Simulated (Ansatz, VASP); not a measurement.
Au: VASP beside Ansatz

```
Au
1.0
     0.00000    2.07472    2.07472
     2.07472    0.00000    2.07472
     2.07472    2.07472    0.00000
Au
1
Direct
  0.00000 0.00000 0.00000
```

Alike in both runs: functional PBE; k mesh 16 × 16 × 16; occupations fermi-dirac, width 0.08 eV; no spin polarisation.

Ansatz relaxed the structure, and its values are those at the end. VASP's run is a single point on that final structure, the one shown.

```csv
,VASP,Ansatz
version,VASP 6.6.1,Ansatz 0.2.0
potentials or method,"VASP PAW PBE potentials, release 64 (Au)","PAW with Ansatz's default frozen-core files, scalar-relativistic"
plane-wave cutoff (eV),520,420
valence electrons in the cell,11,19
```

|  | VASP | Ansatz | Ansatz less VASP |
| --- | --- | --- | --- |
| pressure (GPa) | 0.6 | 0.9 | +0.25 |

The two sets of potentials don't hold the same shells in valence.

Spin-orbit coupling is left out, which matters for the levels of Au.
